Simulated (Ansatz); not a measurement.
TaS2:

```
Ta S
1.0
     3.35000    0.00000    0.00000
    -1.67500    2.90119    0.00000
     0.00000    0.00000    5.86000
Ta S
1 2
Direct
  0.00000 0.00000 0.00000
  0.66667 0.33333 0.75000
  0.33333 0.66667 0.25000
```

- Program: Ansatz 0.2.0
- Task: relaxation of cell and atoms
- Functional: PBEsol
- Dispersion: D3(BJ)
- Potentials or basis: Ansatz PAW
- Cutoff: 420 eV (not typed: the program's choice for these potentials)
- k mesh: 9 × 9 × 5
- Occupations: fermi-dirac, width 0.05 eV
- Spin: no spin polarisation

At the start: volume 18.98 Å³/atom.

Where does the relaxation end?

It ends after 6 steps and the volume is 17.34 Å³/atom (-8.7 %); space group P-3m1 (No. 164, to 0.05 Å).

Step by step:
| step | energy change (eV) | largest force (eV/Å) | volume (Å³) |
| --- | --- | --- | --- |
| 1 | 0.0000 | 1.0103 | 56.95 |
| 2 | -0.0806 | 0.6987 | 51.11 |
| 3 | -0.1314 | 0.0516 | 52.71 |
| 4 | -0.1334 | 0.0266 | 51.98 |
| 5 | -0.1334 | 0.0009 | 52.02 |
| 6 | -0.1329 | 0.0007 | 52.02 |

Final structure:
```
Ta S
1.0
     3.27524    0.00000    0.00000
    -1.63762    2.83644    0.00000
     0.00000    0.00000    5.59958
Ta S
1 2
Direct
  0.00000 0.00000 0.00000
  0.66667 0.33333 0.72315
  0.33333 0.66667 0.27685
```

Caveat: the plane-wave basis is chosen anew once the cell has moved, so the energies of steps on either side of that aren't comparable; the PAW data sets come from PBE, with cores solved anew for the run's functional, which leaves a small shift of forces and pressure.
